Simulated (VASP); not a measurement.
BAs:

```
B As
1.0
     0.00000    2.38850    2.38850
     2.38850    0.00000    2.38850
     2.38850    2.38850    0.00000
B As
1 1
Direct
  0.00000 0.00000 0.00000
  0.25000 0.25000 0.25000
```

Program: VASP 6.6.1. Alike in all runs: task band structure; potentials or basis VASP PAW PBE potentials, release 64 (B, As); no spin polarisation; cell as given; k mesh 6 × 6 × 6; cutoff (eV) 520; smearing gaussian 0.03 eV.

Order these runs on this cell by their band gap on the k mesh, lowest first.
A. level PBE
B. level PBE-EpsX; exchange at q = 0 truncated; share of exact exchange 0.1013
C. level HSE06; screening parameter 0.2 1/A
D. level PBE0; exchange at q = 0 truncated

A (1.27 eV), B (1.81 eV), C (1.96 eV), D (2.62 eV).

A k mesh can miss the band edges.
